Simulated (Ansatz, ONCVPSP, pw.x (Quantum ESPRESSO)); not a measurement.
**pw.x on bcc Si: one setting changed**

Potential: optimised norm-conserving Vanderbilt (ONCV), ONCVPSP 4.0.1.1 (patched build), PBE; core [Ne], reference 3s2 3p2; waves: 3s: rc 1.80 bohr, ncon 5, nbas 8, qcut 3 1/bohr, 2 projectors, debl 3.8 Ha; 3p: rc 2.00 bohr, ncon 3, nbas 7, qcut 3.3 1/bohr, 2 projectors, debl 3.5 Ha; d scattering state at 0.16 Ha: rc 1.55 bohr, ncon 4, nbas 8, qcut 7.3 1/bohr, 2 projectors, debl 0.4 Ha; local part: polynomial inside 1.40 bohr (lpopt 5, dvloc0 3 Ha); core correction: none.

The reference run (k-mesh 15³, cutoffs 100/400 Ry, Fermi–Dirac 0.01 Ry, mixing_beta 0.4, conv_thr 1e-9, no spin) gives 0.93 GPa at 14.593 Å³/atom, where all-electron LAPW gives 0.35 GPa. This run, with its own iteration cap, changes smearing to mp.

```
&control
  calculation='scf', prefix='x', pseudo_dir='./', outdir='./tmp', tstress=.true., disk_io='none'
/
&system
  ibrav=0, nat=1, ntyp=1, ecutwfc=100, ecutrho=400, nbnd=9,
  occupations='smearing', smearing='mp', degauss=0.01
/
&electrons
  conv_thr=1e-09, mixing_beta=0.4, electron_maxstep=50
/
ATOMIC_SPECIES
Si 1.0 Si.UPF
CELL_PARAMETERS angstrom
  -1.53943562 1.53943562 1.53943562
  1.53943562 -1.53943562 1.53943562
  1.53943562 1.53943562 -1.53943562
ATOMIC_POSITIONS crystal
Si 0.0000 0.0000 0.0000
K_POINTS automatic
15 15 15 0 0 0
```

```bash
pw.x < Si.scf.in > Si.scf.out
```

How does the run end?

It converges in 5 iterations; the free energy moves by +12.4 meV/atom and the pressure by -0.08 GPa. This scheme is built to cancel the term in the square of the width that Fermi–Dirac smearing leaves in the F of a metal.

```
Message from routine setup:
     using ibrav=0 with symmetry is DISCOURAGED, use correct ibrav instead
     lattice parameter (alat)  =       5.0387  a.u.
     unit-cell volume          =      98.4784 (a.u.)^3
     number of electrons       =         4.00
     number of Kohn-Sham states=            9
     kinetic-energy cutoff     =     100.0000  Ry
     charge density cutoff     =     400.0000  Ry
     scf convergence threshold =      1.0E-09
     Exchange-correlation= PBE
     number of k points=   120  Methfessel-Paxton smearing, width (Ry)=  0.0100
     iteration #  1     ecut=   100.00 Ry     beta= 0.40
     total energy              =      -7.84311694 Ry
     estimated scf accuracy    <       0.00334498 Ry
     iteration #  2     ecut=   100.00 Ry     beta= 0.40
     total energy              =      -7.84296036 Ry
     estimated scf accuracy    <       0.00105911 Ry
     iteration #  3     ecut=   100.00 Ry     beta= 0.40
     total energy              =      -7.84299890 Ry
     estimated scf accuracy    <       0.00000387 Ry
     iteration #  4     ecut=   100.00 Ry     beta= 0.40
     total energy              =      -7.84299970 Ry
     estimated scf accuracy    <       0.00000012 Ry
     iteration #  5     ecut=   100.00 Ry     beta= 0.40
     the Fermi energy is    10.4788 ev
!    total energy              =      -7.84299972 Ry
     estimated scf accuracy    <          1.7E-10 Ry
     smearing contrib. (-TS)   =      -0.00000353 Ry
     The total energy is F=E-TS. E is the sum of the following terms:
     one-electron contribution =       4.57158020 Ry
     hartree contribution      =       0.02917516 Ry
     xc contribution           =      -2.43593111 Ry
     ewald contribution        =     -10.00782043 Ry
     convergence has been achieved in   5 iterations
          total   stress  (Ry/bohr**3)                   (kbar)     P=        8.48
     Message from routine punch:
     Nothing written, as per user request (disk_io='none')
```

The run took about 35 s on one core of a shared host (Neoverse-N1, 64 threads, 124 GiB, load 55).
